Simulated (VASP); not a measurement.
AlN: optical spectrum with PBE

**Measured values to compare with.**

“Structural and optical properties of self-assembled AlN nanowires grown on SiO2/Si substrates by molecular beam epitaxy”, 2024, arxiv:2402.00216 quotes, for a bulk crystal of AlN at 0 K: band gap 6.0343 eV (an exciton energy, a little under the gap).

Crystal: AlN.

```
CELL_PARAMETERS angstrom
3.11310 0.00000 0.00000
-1.55655 2.69603 0.00000
0.00000 0.00000 4.98181
ATOMIC_POSITIONS crystal
Al 0.33333 0.66667 0.99899
Al 0.66667 0.33333 0.49899
N 0.33333 0.66667 0.38101
N 0.66667 0.33333 0.88101
```

```yaml
Program: VASP 6.6.1
Task: optical spectrum
Functional: PBE
Potentials_or_basis: VASP PAW PBE potentials, release 64 (Al, N)
Cutoff: 520 eV
k_mesh: 12 × 12 × 6
Occupations: gaussian, width 0.03 eV
Spin: no spin polarisation
Further_INCAR_settings: ALGO = Fast; EDIFF = 1e-06; NBANDS = 56
```

```
Pressure               : 3.4 GPa
Largest force          : 0.004 eV/Å
Band gap on the k mesh : 4.19 eV, direct
```

Forces in eV/Å, atoms in the order of the input:
```
Al   0.000  0.000  0.004
Al   0.000  0.000  0.004
N    0.000  0.000 -0.004
N    0.000  0.000 -0.004
```

Stress tensor (GPa, compression positive):
```
3.32 0.00 0.00
0.00 3.32 0.00
0.00 0.00 3.51
```

Levels at points of the mesh, in eV from the valence-band top:
| k point | band 4 | band 5 | band 6 | band 7 | band 8 | band 9 | band 10 | band 11 | band 12 | band 13 |
| --- | --- | --- | --- | --- | --- | --- | --- | --- | --- | --- |
| (0.00, 0.00, 0.00) | -0.88 | -0.88 | -0.23 | -0.23 | 0.00 | 4.19 | 6.64 | 10.60 | 11.13 | 11.13 |
| (0.50, 0.00, 0.00) | -4.17 | -3.35 | -2.10 | -1.78 | -0.70 | 5.80 | 5.80 | 8.17 | 10.26 | 10.89 |
| (0.00, 0.00, 0.50) | -3.33 | -0.56 | -0.56 | -0.56 | -0.56 | 6.45 | 6.45 | 10.31 | 10.31 | 11.45 |
| (0.50, 0.00, 0.50) | -5.61 | -1.48 | -1.48 | -1.37 | -1.37 | 5.30 | 5.30 | 9.24 | 9.24 | 11.80 |

Dielectric function (mean over the directions given):
```tsv
energy (eV)	real part	imaginary part
0.25	4.64	0.00
0.75	4.66	0.00
1.25	4.72	0.01
1.75	4.80	0.01
2.25	4.92	0.01
2.76	5.09	0.02
3.26	5.33	0.03
3.76	5.67	0.04
4.26	6.17	0.18
4.76	6.70	0.48
5.26	8.16	2.04
5.76	8.77	1.42
6.26	8.87	2.96
6.76	7.61	8.35
7.26	3.34	7.59
7.77	2.05	8.18
8.27	1.71	4.54
8.77	0.22	4.52
9.27	2.91	4.65
9.77	2.08	5.25
10.35	0.50	5.01
10.86	-0.28	6.99
11.36	1.78	4.68
11.86	-0.57	5.63
12.36	-0.93	5.61
12.86	-0.65	3.80
13.36	-2.78	2.73
13.86	-1.83	2.77
14.36	-1.66	2.57
14.86	-1.88	1.85
15.37	-1.41	1.38
15.87	-1.45	1.21
16.37	-1.16	1.06
16.87	-1.15	0.93
17.37	-0.87	0.60
17.87	-0.69	0.53
18.37	-0.52	0.51
18.87	-0.36	0.32
19.37	-0.12	0.40
19.96	-0.17	0.33
```

Run time: 54 s on 1 thread of Intel(R) Xeon(R) 6975P-C (Granite Rapids), on a shared host, peak memory 0.28 GiB.

Against the measured gap of AlN, 6.0343 eV (an exciton energy, a little under the gap; 0 K; quoted in “Structural and optical properties of self-assembled AlN nanowires grown on SiO2/Si substrates by molecular beam epitaxy”, 2024, arxiv:2402.00216), the calculated 4.19 eV is off by -1.84 eV. 2 values of this kind are on record (6.034 to 6.0343 eV); this one was drawn at random. The value is that of PBE on a finite k mesh, which can miss the band edges, without temperature or zero-point motion. Semilocal functionals fall short of measured gaps as a rule.

Caveat: spectra need much finer meshes, so this one isn't converged; independent-particle spectra lack excitons.
